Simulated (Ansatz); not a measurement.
**GaN (database structure): how the settings move a single-point run**

Question: which choices in the input matter for GaN (database structure)?

A COD entry behind a cell of this session may itself be a prediction, so a difference from it is no test against experiment.

Computed with Ansatz 0.2.0 (reference: DFT r2SCAN, plane waves, PAW, scalar-relativistic, no spin polarisation, unless a step's input says otherwise).

### 1 The starting structure

Symmetry: P6_3mc, No. 186, hexagonal system. The conventional cell has a = 3.122 Å, b = 3.122 Å, c = 5.085 Å, α = 90.00°, β = 90.00°, γ = 120.00°. Ga (site symmetry 3m) is surrounded by 4 N at 1.91 to 1.92 Å. N (site symmetry 3m) has 4 Ga at 1.91 to 1.92 Å as nearest neighbours.

Coordinates:

```cif
data_structure
_symmetry_space_group_name_H-M 'P 1'
_symmetry_Int_Tables_number 1
_cell_length_a 3.1216
_cell_length_b 3.1216
_cell_length_c 5.0852
_cell_angle_alpha 90.000
_cell_angle_beta 90.000
_cell_angle_gamma 120.000
_cell_volume 42.91
loop_
_atom_site_label
_atom_site_type_symbol
_atom_site_fract_x
_atom_site_fract_y
_atom_site_fract_z
_atom_site_occupancy
Ga1 Ga 0.66670 0.33330 0.00000 1
Ga2 Ga 0.33340 0.66670 0.50000 1
N1 N 0.66670 0.33330 0.37700 1
N2 N 0.33340 0.66670 0.87700 1
```

### 2 Reference

The input, input.yaml:

```yaml
crystal:
  lattice:
    - [3.121551, 0.0, 0.0]
    - [-1.560776, 2.703347, 0.0]
    - [0.0, 0.0, 5.085172]
  atoms:
    - { symbol: Ga, position: [0.6667, 0.3333, 0.0] }
    - { symbol: Ga, position: [0.3334, 0.6667, 0.5] }
    - { symbol: "N", position: [0.6667, 0.3333, 0.377] }
    - { symbol: "N", position: [0.3334, 0.6667, 0.877] }
  symmetry: { tolerance: 0.0003 }
kpoints:
  mp_grid: { grid: [7, 7, 4], shift: [0, 0, 0] }
magnetization:
  spin_polarized: false
scf:
  occupations: { method: tetrahedron }
hamiltonian:
  pseudopotentials: { kind: paw }
  xc: r2scan
basis:
  ecutwfc: 500
output:
  forces: true
  stress: true
  eigenvalues: true
  write_density: true
  write_potential: true
  elf: true
  volumetric_format: npy
```

Launch:

```bash
$ ansatz run input.yaml --threads 1 --pin off --max-ram 2560MiB --backend cpu --events-out ev --progress --plain --runs-dir out
```

Log (excerpt; [...] marks lines left out):

```text
Warning: output.forces, output.stress, relax.cell or npt_langevin: where a Kohn–Sham band that disperses or a degenerate level is filled in part under the method tetrahedron, the forces or the stress that this run publishes need not agree with its energy (scf.occupations.method in the [...]
Warning: the atoms were moved onto the symmetric positions of the space group found under crystal.symmetry.tolerance 3.0e-4 (fractional; no operation is sought that the atoms, as they stand in a round, miss by more than twice it, and no atom is moved by as much as it), and the run uses [...]
Warning: RAYON_NUM_THREADS=1 ignored (pool sized by the plan → 1); use --threads N
[...]
Pseudopotentials: kind: paw
Pseudopotential: Ga, paw, valence charge 13, recommended cutoff 500 eV (meta_gga), Ga.paw.azcp
Pseudopotential: N, paw, valence charge 5, recommended cutoff 500 eV (meta_gga), N.paw.azcp
Functional definition: r2SCAN
[...]
Crystal: 4 atoms, lattice volume = 42.912 Å³
Basis set: ecut = 500 eV, 1099 PW (Γ), exchange–correlation on 96×96×160 points (64 copies of the dense FFT grid, shifted against one another)
Bands: 22, of which v1, the nominal top of the filled ones, is band 18 counted from 1 (17 counted from 0)
Symmetry: 12 space group operations
Space group: P63mc (ITA 186), of the structure as read, at distance tolerance 1.1e-3 Å
k-points: 24 of 196 (time reversal used)
[...]
SCF iter   1: F=—  HF=-8352.600018 eV  |F-HF|=—  |Δ(HF+E_count)|=         —  Δρ=1.28e-2  dr2=2.70e-2  dr2_τ=2.31e-1  ethr=1.77e-3  ⟨swp⟩=5.5  Hψ=2242  notcnv=0
[...]
SCF iter   7: F=-8352.674225 eV  HF=-8352.674225 eV  |F-HF|=2.05e-8  |Δ(HF+E_count)|=   2.95e-7  Δρ=1.33e-5  dr2=6.83e-8  dr2_τ=5.99e-10  ethr=2.78e-10  ⟨swp⟩=6.1  Hψ=3519  notcnv=0
[...]
SCF converged after 7 iterations
Stability not checked: this state was not tested for a lower state beside it, because cold or Methfessel-Paxton smearing, or corrected tetrahedra, fill the levels in a way that the test cannot read (fill_not_monotonic; see scf.lower_state_search)
Free energy (F): -8352.674225 eV
[...]
E sigma→0 (E₀):  -8352.674225 eV
Fermi energy:    10.402525 eV
[...]
--- Forces (eV/Å), atoms counted from 1 ---
  atom   1  Ga     0.00000000     0.00000000     0.03279788
  atom   2  Ga    -0.00000000    -0.00000000     0.03279788
  atom   3  N     -0.00000000     0.00000000    -0.03280781
  atom   4  N     -0.00000000    -0.00000000    -0.03280781
[...]
--- Stress (GPa, compression-positive) ---
       13.142704       0.000000       0.000000
        0.000000      13.142704       0.000000
        0.000000       0.000000      12.677958
  P = ⅓ Tr σ = 12.9878 GPa (129.878 kbar)
--- Band table (eV; the first three rows and the last of 24) ---
  k-point 0: bands = ["-6.9311", "-5.7780", "-3.5490", "-3.5333", "-3.5333", "-3.4532", "-3.4532", "-3.1973", "-3.1973", "-3.0827", "-3.0827", "-1.9355", "2.8066", "9.2613", "9.2613", "10.3616", "10.4025", "10.4025", "13.1605", "15.6442", "20.7321", "21.3600"]
[...]
```

Wall time 2.9 s (1 thread of AMD EPYC 9R14 (Zen 4), shared host); peak memory 0.48 GiB.

### 3 Changing settings: dr2_threshold 1.0e-05, ecutrho_ratio 6, accuracy low

input.yaml, as its differences from that of step 2:

```diff
@@ -17,2 +17,3 @@
   occupations: { method: tetrahedron }
+  convergence: { dr2_threshold: 1.0e-05 }
 hamiltonian:
@@ -22,2 +23,3 @@
   ecutwfc: 500
+  ecutrho_ratio: 6
 output:
@@ -30 +32,2 @@
   volumetric_format: npy
+accuracy: low
```

Launch:

```bash
$ ansatz run input.yaml --threads 1 --pin off --max-ram 2560MiB --backend cpu --events-out ev --progress --plain --runs-dir out
```

Log (excerpt; [...] marks lines left out):

```text
Warning: output.forces, output.stress, relax.cell or npt_langevin: where a Kohn–Sham band that disperses or a degenerate level is filled in part under the method tetrahedron, the forces or the stress that this run publishes need not agree with its energy (scf.occupations.method in the [...]
Warning: the atoms were moved onto the symmetric positions of the space group found under crystal.symmetry.tolerance 3.0e-4 (fractional; no operation is sought that the atoms, as they stand in a round, miss by more than twice it, and no atom is moved by as much as it), and the run uses [...]
Warning: scf.convergence.dr2_threshold = 1e-5 eV is looser than this run's default, which is 1e-7 eV or tighter. The error in the forces grows as the threshold's square root, so leave the key out unless less accurate forces are enough
Warning: output.stress: scf.convergence.dr2_threshold = 1e-5 eV is looser than the 4e-10 eV advised for a printed stress (1e-10 eV for each atom of the cell: 4). What an SCF threshold leaves in a stress goes as its square root, and in the free energy as the threshold itself, and one [...]
settings of this run that can trade accuracy for cost: accuracy: low. Do not mix this run's numbers with those of runs without the same settings; the input reference describes each key
Warning: RAYON_NUM_THREADS=1 ignored (pool sized by the plan → 1); use --threads N
[...]
[... 1 set-up line as earlier in the session ...]
[...]
[... 2 set-up lines as earlier in the session ...]
k-points: 24 of 196 (time reversal used)
[...]
SCF iter   1: F=—  HF=-8352.599983 eV  |F-HF|=—  |Δ(HF+E_count)|=         —  Δρ=1.28e-2  dr2=2.70e-2  dr2_τ=2.31e-1  ethr=1.77e-3  ⟨swp⟩=5.5  Hψ=2242  notcnv=0
[...]
SCF iter   5: F=-8352.674213 eV  HF=-8352.674211 eV  |F-HF|=1.87e-6  |Δ(HF+E_count)|=   1.15e-5  Δρ=1.56e-4  dr2=5.95e-6  dr2_τ=8.51e-7  ethr=2.78e-8  ⟨swp⟩=7.4  Hψ=4102  notcnv=0
[...]
SCF converged after 5 iterations
Stability not checked: this state was not tested for a lower state beside it, because cold or Methfessel-Paxton smearing, or corrected tetrahedra, fill the levels in a way that the test cannot read (fill_not_monotonic; see scf.lower_state_search)
Free energy (F): -8352.674213 eV
[...]
E sigma→0 (E₀):  -8352.674213 eV
Fermi energy:    10.402959 eV
[...]
--- Forces (eV/Å), atoms counted from 1 ---
  atom   1  Ga     0.00000000     0.00000000     0.03277079
  atom   2  Ga    -0.00000000    -0.00000000     0.03277079
  atom   3  N     -0.00000000     0.00000000    -0.03293299
  atom   4  N      0.00000000    -0.00000000    -0.03293299
[...]
--- Stress (GPa, compression-positive) ---
       13.148696      -0.000000       0.000000
       -0.000000      13.148696      -0.000000
        0.000000       0.000000      12.686791
  P = ⅓ Tr σ = 12.9947 GPa (129.947 kbar)
--- Band table (eV; the first three rows and the last of 24) ---
[... band rows left out ...]
[...]
settings of this run that can trade accuracy for cost: accuracy: low. Do not mix this run's numbers with those of runs without the same settings; the input reference describes each key
```

Run time: 2.6 s. Hardware: 1 thread of AMD EPYC 9R14 (Zen 4), shared host; peak memory 0.47 GiB.

Changing the convergence setting, numerical grids and accuracy level hardly moves the energy: 0.0 meV/atom.

### 4 Variant: mp_grid.grid [10, 10, 6]

input.yaml, as its differences from that of step 2:

```diff
@@ -12,3 +12,3 @@
 kpoints:
-  mp_grid: { grid: [7, 7, 4], shift: [0, 0, 0] }
+  mp_grid: { grid: [10, 10, 6], shift: [0, 0, 0] }
 magnetization:
@@ -26,5 +26 @@
   eigenvalues: true
-  write_density: true
-  write_potential: true
-  elf: true
-  volumetric_format: npy
```

Launch:

```bash
$ ansatz run input.yaml --threads 1 --pin off --max-ram 2560MiB --backend cpu --events-out ev --progress --plain --runs-dir out
```

Log (excerpt; [...] marks lines left out):

```text
Warning: output.forces, output.stress, relax.cell or npt_langevin: where a Kohn–Sham band that disperses or a degenerate level is filled in part under the method tetrahedron, the forces or the stress that this run publishes need not agree with its energy (scf.occupations.method in the [...]
Warning: the atoms were moved onto the symmetric positions of the space group found under crystal.symmetry.tolerance 3.0e-4 (fractional; no operation is sought that the atoms, as they stand in a round, miss by more than twice it, and no atom is moved by as much as it), and the run uses [...]
Warning: RAYON_NUM_THREADS=1 ignored (pool sized by the plan → 1); use --threads N
[...]
[... 4 set-up lines as earlier in the session ...]
[...]
Crystal: 4 atoms, lattice volume = 42.912 Å³
Basis set: ecut = 500 eV, 1099 PW (Γ), exchange–correlation on 96×96×160 points (64 copies of the dense FFT grid, shifted against one another)
[...]
k-points: 56 of 600 (time reversal used)
[...]
SCF iter   1: F=—  HF=-8352.601077 eV  |F-HF|=—  |Δ(HF+E_count)|=         —  Δρ=1.28e-2  dr2=2.69e-2  dr2_τ=2.31e-1  ethr=1.77e-3  ⟨swp⟩=5.5  Hψ=5262  notcnv=0
[...]
SCF iter   8: F=-8352.675241 eV  HF=-8352.675241 eV  |F-HF|=1.56e-10  |Δ(HF+E_count)|=   1.00e-8  Δρ=8.63e-7  dr2=3.17e-10  dr2_τ=9.94e-12  ethr=2.78e-10  ⟨swp⟩=4.0  Hψ=3839  notcnv=0
[...]
SCF converged after 8 iterations
Stability not checked: this state was not tested for a lower state beside it, because cold or Methfessel-Paxton smearing, or corrected tetrahedra, fill the levels in a way that the test cannot read (fill_not_monotonic; see scf.lower_state_search)
Free energy (F): -8352.675241 eV
[...]
E sigma→0 (E₀):  -8352.675241 eV
Fermi energy:    10.402085 eV
[...]
--- Forces (eV/Å), atoms counted from 1 ---
  atom   1  Ga     0.00000000     0.00000000     0.03278291
  atom   2  Ga    -0.00000000    -0.00000000     0.03278291
  atom   3  N     -0.00000000     0.00000000    -0.03277505
  atom   4  N      0.00000000    -0.00000000    -0.03277505
[...]
--- Stress (GPa, compression-positive) ---
       13.142600       0.000000       0.000000
       -0.000000      13.142600       0.000000
        0.000000      -0.000000      12.701900
  P = ⅓ Tr σ = 12.9957 GPa (129.957 kbar)
--- Band table (eV; the first three rows and the last of 56) ---
[... band rows left out ...]
[...]
```

It took 5 s on 1 thread of AMD EPYC 9R14 (Zen 4), shared host; peak memory 0.51 GiB.

Changing the k-point mesh hardly moves the energy: -0.3 meV/atom.

### 5 Changed: pseudopotentials.source jth

input.yaml, as its differences from that of step 2:

```diff
@@ -18,3 +18,3 @@
 hamiltonian:
-  pseudopotentials: { kind: paw }
+  pseudopotentials: { kind: paw, source: jth }
   xc: r2scan
@@ -26,5 +26 @@
   eigenvalues: true
-  write_density: true
-  write_potential: true
-  elf: true
-  volumetric_format: npy
```

Launch:

```bash
$ ansatz run input.yaml --threads 1 --pin off --max-ram 2560MiB --backend cpu --events-out ev --progress --plain --runs-dir out
```

Log (excerpt; [...] marks lines left out):

```text
Warning: output.forces, output.stress, relax.cell or npt_langevin: where a Kohn–Sham band that disperses or a degenerate level is filled in part under the method tetrahedron, the forces or the stress that this run publishes need not agree with its energy (scf.occupations.method in the [...]
Warning: the atoms were moved onto the symmetric positions of the space group found under crystal.symmetry.tolerance 3.0e-4 (fractional; no operation is sought that the atoms, as they stand in a round, miss by more than twice it, and no atom is moved by as much as it), and the run uses [...]
Warning: basis.ecutwfc = 500 eV is below the records' recommended 3600 eV, and the density's cutoff is lower with it unless basis.ecutrho_ratio is high enough to keep the records' density cutoff: compare with a run at a higher cutoff
Warning: <dir> the checks of this Ga dataset prove no rule for summing its radial tables, as where they were carried onto another mesh than they were made on, and Gregory's rule is taken, under which a leading mesh point left out moves its sums only by what lay on the interval it spanned. [...]
Warning: <dir> the checks of this N dataset prove no rule for summing its radial tables, as where they were carried onto another mesh than they were made on, and Gregory's rule is taken, under which a leading mesh point left out moves its sums only by what lay on the interval it spanned. [...]
Warning: RAYON_NUM_THREADS=1 ignored (pool sized by the plan → 1); use --threads N
[...]
[... 1 set-up line as earlier in the session ...]
[...]
[... 1 set-up line as earlier in the session ...]
[...]
Crystal: 4 atoms, lattice volume = 42.912 Å³
Basis set: ecut = 500 eV, 1099 PW (Γ), exchange–correlation on 96×96×160 points (64 copies of the dense FFT grid, shifted against one another)
Bands: 22, of which v1, the nominal top of the filled ones, is band 18 counted from 1 (17 counted from 0)
[... 2 set-up lines as earlier in the session ...]
k-points: 24 of 196 (time reversal used)
[...]
SCF iter   1: F=—  HF=-8349.655658 eV  |F-HF|=—  |Δ(HF+E_count)|=         —  Δρ=9.43e-2  dr2=4.38e0  dr2_τ=1.28e0  ethr=3.10e-3  ⟨swp⟩=6.1  Hψ=2850  notcnv=0
[...]
SCF iter   8: F=-8348.906289 eV  HF=-8348.906289 eV  |F-HF|=1.05e-9  |Δ(HF+E_count)|=   4.41e-8  Δρ=5.69e-6  dr2=1.07e-8  dr2_τ=1.32e-9  ethr=2.78e-10  ⟨swp⟩=4.0  Hψ=1920  notcnv=0
[...]
SCF converged after 8 iterations
Stability not checked: this state was not tested for a lower state beside it, because cold or Methfessel-Paxton smearing, or corrected tetrahedra, fill the levels in a way that the test cannot read (fill_not_monotonic; see scf.lower_state_search)
Free energy (F): -8348.906289 eV
[...]
E sigma→0 (E₀):  -8348.906289 eV
Fermi energy:    11.273526 eV
[...]
--- Forces (eV/Å), atoms counted from 1 ---
  atom   1  Ga     0.00000000     0.00000000     0.03661920
  atom   2  Ga    -0.00000000    -0.00000000     0.03661920
  atom   3  N     -0.00000000     0.00000000    -0.03657325
  atom   4  N      0.00000000    -0.00000000    -0.03657325
[...]
--- Stress (GPa, compression-positive) ---
       12.929285       0.000000       0.000000
        0.000000      12.929285      -0.000000
        0.000000      -0.000000      12.432387
  P = ⅓ Tr σ = 12.7637 GPa (127.637 kbar)
--- Band table (eV; the first three rows and the last of 24) ---
[... band rows left out ...]
[...]
```

Run time: 2.4 s. Hardware: 1 thread of AMD EPYC 9R14 (Zen 4), shared host; peak memory 0.43 GiB.

A change of potentials puts the total energy on another scale; pressure, gap, moments and forces, where computed, barely move. The cutoff is far under what these potentials recommend, so these values carry a basis error that can be large.

### 6 A run with other settings

input.yaml, as its differences from that of step 2:

```diff
@@ -17,2 +17,3 @@
   occupations: { method: tetrahedron }
+  convergence: { dr2_threshold: 0.0001 }
 hamiltonian:
@@ -26,5 +27 @@
   eigenvalues: true
-  write_density: true
-  write_potential: true
-  elf: true
-  volumetric_format: npy
```

Launch:

```bash
$ ansatz run input.yaml --threads 1 --pin off --max-ram 2560MiB --backend cpu --events-out ev --progress --plain --runs-dir out
```

Log (excerpt; [...] marks lines left out):

```text
Warning: output.forces, output.stress, relax.cell or npt_langevin: where a Kohn–Sham band that disperses or a degenerate level is filled in part under the method tetrahedron, the forces or the stress that this run publishes need not agree with its energy (scf.occupations.method in the [...]
Warning: the atoms were moved onto the symmetric positions of the space group found under crystal.symmetry.tolerance 3.0e-4 (fractional; no operation is sought that the atoms, as they stand in a round, miss by more than twice it, and no atom is moved by as much as it), and the run uses [...]
Warning: scf.convergence.dr2_threshold = 1e-4 eV is looser than this run's default, which is 1e-7 eV or tighter. The error in the forces grows as the threshold's square root, so leave the key out unless less accurate forces are enough
Warning: output.stress: scf.convergence.dr2_threshold = 1e-4 eV is looser than the 4e-10 eV advised for a printed stress (1e-10 eV for each atom of the cell: 4). What an SCF threshold leaves in a stress goes as its square root, and in the free energy as the threshold itself, and one [...]
Warning: RAYON_NUM_THREADS=1 ignored (pool sized by the plan → 1); use --threads N
[...]
[... 3 set-up lines as earlier in the session ...]
[...]
Bands: 22, of which v1, the nominal top of the filled ones, is band 18 counted from 1 (17 counted from 0)
[... 2 set-up lines as earlier in the session ...]
k-points: 24 of 196 (time reversal used)
[...]
SCF iter   1: F=—  HF=-8352.600018 eV  |F-HF|=—  |Δ(HF+E_count)|=         —  Δρ=1.28e-2  dr2=2.70e-2  dr2_τ=2.31e-1  ethr=1.77e-3  ⟨swp⟩=5.5  Hψ=2242  notcnv=0
[...]
SCF iter   5: F=-8352.674223 eV  HF=-8352.674221 eV  |F-HF|=1.85e-6  |Δ(HF+E_count)|=   1.17e-5  Δρ=1.57e-4  dr2=5.97e-6  dr2_τ=8.56e-7  ethr=2.78e-7  ⟨swp⟩=2.5  Hψ=2107  notcnv=0
[...]
SCF converged after 5 iterations
Stability not checked: this state was not tested for a lower state beside it, because cold or Methfessel-Paxton smearing, or corrected tetrahedra, fill the levels in a way that the test cannot read (fill_not_monotonic; see scf.lower_state_search)
Free energy (F): -8352.674223 eV
[...]
E sigma→0 (E₀):  -8352.674223 eV
Fermi energy:    10.402960 eV
[...]
--- Forces (eV/Å), atoms counted from 1 ---
  atom   1  Ga     0.00000000     0.00000000     0.03276949
  atom   2  Ga    -0.00000000    -0.00000000     0.03276949
  atom   3  N     -0.00000000     0.00000000    -0.03292530
  atom   4  N      0.00000000    -0.00000000    -0.03292530
[...]
--- Stress (GPa, compression-positive) ---
       13.148634       0.000000       0.000000
        0.000000      13.148634      -0.000000
        0.000000      -0.000000      12.687390
  P = ⅓ Tr σ = 12.9949 GPa (129.949 kbar)
--- Band table (eV; the first three rows and the last of 24) ---
[... band rows left out ...]
[...]
```

Wall time 2.2 s (1 thread of AMD EPYC 9R14 (Zen 4), shared host); peak memory 0.47 GiB.

### 7 Can this result be trusted?

The run converged and reported no error, with warnings (band table not solved further, force scf threshold loose, stress scf threshold loose). Its log warns: «output.forces, output.stress, relax.cell or npt_langevin: where a Kohn–Sham band that disperses or a degenerate level is filled in part under the method tetrahedron ...»

Look at the input: scf.convergence.dr2_threshold is 0.0001. With so loose a criterion, "converged" says little: forces and stress carry the leftover error to first order.

To undo it: delete scf.convergence.dr2_threshold (the default then holds).

With the changed convergence setting the energy agrees within 0.5 meV/atom.

### 8 Side by side

| run | ending | energy change | pressure (GPa) | gap (eV) | force (eV/Å) | cycles | time |
| --- | --- | --- | --- | --- | --- | --- | --- |
| reference | converged | 0 | 13.0 | 2.76 | 0.03 | 7 | 2.9 s |
| 1: dr2_threshold 1.0e-05, ecutrho_ratio 6, accuracy low | converged | 0.0 meV/atom | 13.0 | 2.76 | 0.03 | 5 | 2.6 s |
| 2: mp_grid.grid [10, 10, 6] | converged | -0.3 meV/atom | 13.0 | 2.76 | 0.03 | 8 | 5 s |
| 3: pseudopotentials.source jth | converged | not comparable | 12.8 | 2.77 | 0.04 | 8 | 2.4 s |
| 4: dr2_threshold 0.0001 | converged | 0.0 meV/atom | 13.0 | 2.76 | 0.03 | 5 | 2.2 s |

Times don't compare one to one where runs were asked for different outputs or read a saved state (see the inputs); cycles may leave out searches for a lower state.

Residual by cycle in the longest SCF loop of each run; runs are numbered as in the table. The quantity is the density residual dr2, in eV.

| cycle | reference | run 1 | run 2 | run 3 | run 4 |
| --- | --- | --- | --- | --- | --- |
| 1 | 0.027 | 0.027 | 0.0269 | 4.38 | 0.027 |
| 2 | 0.00983 | 0.00983 | 0.0098 | 0.57 | 0.00983 |
| 3 | 0.00278 | 0.00277 | 0.00278 | 0.0926 | 0.00278 |
| 4 | 1.5e-4 | 1.5e-4 | 2.3e-4 | 0.00429 | 1.5e-4 |
| 5 | 5.9e-6 | 5.9e-6 | 6.5e-6 | 3.5e-4 | 6.0e-6 |
| 6 | 2.1e-6 | - | 2.3e-6 | 4.0e-5 | - |
| 7 | 6.8e-8 | - | 1.1e-7 | 5.9e-7 | - |
| 8 | - | - | 3.2e-10 | 1.1e-8 | - |

Of the converged runs whose energies compare with the reference's, «mp_grid.grid [10, 10, 6]» moves the energy most (-0.3 meV/atom). Run 3 ran under the cutoff that the potentials recommend, as the log warns, so basis error is mixed into its values, and swamps them where the cutoff is far short. The structure is not at rest: the sound run finds 13 GPa, so these are no properties of the relaxed crystal. 

These are semilocal Kohn-Sham gaps, which aren't the measured quantity. Such gaps usually fall short of the measured ones.
